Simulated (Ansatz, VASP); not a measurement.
# One calculation of N, two programs

```
CELL_PARAMETERS angstrom
2.61446 0.00000 0.00000
-1.30723 2.26419 0.00000
0.00000 0.00000 2.48571
ATOMIC_POSITIONS crystal
N 0.66667 0.33333 0.25000
N 0.33333 0.66667 0.75000
```

Alike in both runs: functional PBE; dispersion D3(BJ); k mesh 18 × 18 × 18; occupations gaussian, width 0.1 eV; no spin polarisation.

Ansatz relaxed the structure, and its values are those at the end. VASP's run is a single point on that final structure, the one shown.

|  | VASP | Ansatz |
| --- | --- | --- |
| version | VASP 6.6.1 | Ansatz 0.2.0 |
| potentials or method | VASP PAW PBE potentials, release 64 (N) | scalar-relativistic, plane waves, PAW |
| plane-wave cutoff (eV) | 520 | 420 |
| valence electrons in the cell | 10 | 10 |

```tsv
	VASP	Ansatz	Ansatz less VASP
gap on the k mesh at the Fermi level (eV)	none	none	-
pressure (GPa)	-0.1	0.0	+0.08
```

A gap of «none» marks a metal or a gap that the smearing closes. Ansatz warned: «dispersion_switch_in_reach».

Caveats: pairwise dispersion overbinds metals, which lowers pressure and volume.
